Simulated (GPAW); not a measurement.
```
Quasiparticle gap of BaS (Fm-3m) in GPAW
1.0
     0.00000    3.19375    3.19375
     3.19375    0.00000    3.19375
     3.19375    3.19375    0.00000
Ba S
1 1
Direct
  0.00000 0.00000 0.00000
  0.50000 0.50000 0.50000
# method: DFT, PBE, plane waves, PAW (and 1 further level or step)
# program: GPAW 26.7.0
# settings: cutoff 450 eV, GPAW PAW setups 1.2.1 data release, 4×4×4 k-mesh, nbands 157
# cost: 3 runs, 43 s in all on 4 MPI ranks of Arm Neoverse V2, shared host
# notes: The cell and positions come from the Crystallography Open Database and are kept as given unless a step says otherwise. Limits: no spin-orbit coupling.
# PBE gap: 2.13 eV, indirect
# G0W0 gap on the mesh: 3.35 eV
# GW settings: 4×4×4 mesh, 147 bands, screening to 100 eV, Godby-Needs plasmon pole
# known limits: short of the basis limit; no spin-orbit coupling
```

[Long decimals in the printed logs are rounded to 6 places.]

[Logs are printed without paths, hosts, clocks, repeated set-up lines and the standing remarks that a program may print on its own settings, such as how far it seeks lower states.]

[Paths, hosts, dates, memory and timing lines, banners, echoed tables and standing remarks are left out of the program output; an Ansatz launch command may be rebuilt from the run's recorded settings. Measured values are a selection of at most five: reports struck by readers or far from the other reports are left out. None is set beside runs whose start may be inverted or whose files or cutoffs have a known fault.]

[Runs of the session that timed out or met a known fault of the program may be left out.]

[Hosts, paths, dates, database ids (printed as entryN), source tags and the programs' standing remarks are cut or masked in the printed files.]

[Where the starting crystal was built by hand or by swapping elements, it need not be the compound's stable phase.]
